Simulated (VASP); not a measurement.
Runs of VASP 6.6.1 on CsI. All rows change the cell; the cell of one of them follows. Symmetry: P4/mmm, No. 123, tetragonal system. Conventional cell: a = 4.567 Å, b = 4.567 Å, c = 4.590 Å, α = 90.00°, β = 90.00°, γ = 90.00°. Around Cs (site symmetry 4/mmm) lie 8 I at 3.96 Å. Around I (site symmetry 4/mmm) lie 8 Cs at 3.96 Å. 

```csv
cell,gap on the mesh (eV),pressure (GPa)
"strain +0.0050 x Voigt [0, 0, 1, 0, 0, 0], atoms carried along",3.51,-1.4
"strain +0.0150 x Voigt [0, 0, 1, 0, 0, 0], atoms carried along",(a),-1.5
"strain -0.0200 x Voigt [0, 0, 1, 0, 0, 0], atoms carried along",3.54,-1.1
"strain +0.0200 x Voigt [0, 0, 1, 0, 0, 0], atoms carried along",(b),-1.5
```

Alike in all rows: task single point; level LDA; potentials or basis VASP PAW LDA potentials, release 64 (Cs_sv, I); no spin polarisation; k mesh 6 × 6 × 6; cutoff (eV) 520; smearing gaussian 0.05 eV.

Question: Fill in the values left out.

Answer: (a) 3.46; (b) 3.44.

Caveats: spin-orbit coupling is left out, which moves the levels of the heavy elements.

A k mesh can miss the band edges, and the runs leave out spin-orbit coupling on Cs, I.
